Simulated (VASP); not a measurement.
## Sn (diamond): one PBE relaxation of cell and atoms in two programs

Start cell

```
Sn
1.0
     0.00000    3.21007    3.21007
     3.21007    0.00000    3.21007
     3.21007    3.21007    0.00000
Sn
2
Direct
  0.00000 0.00000 0.00000
  0.25000 0.25000 0.25000
```

Datasets and cutoffs are each program's own. VASP's cell holds 28 valence electrons and Ansatz's 28.

Cutoffs: 600 eV in VASP, 420 eV in Ansatz. k meshes: 6×6×6 and 6×6×6.

```tsv
	VASP	Ansatz
relaxed cell vector lengths	4.707, 4.707, 4.707 Å	4.708, 4.708, 4.708 Å
relaxed cell volume	73.74 Å³	73.79 Å³
```
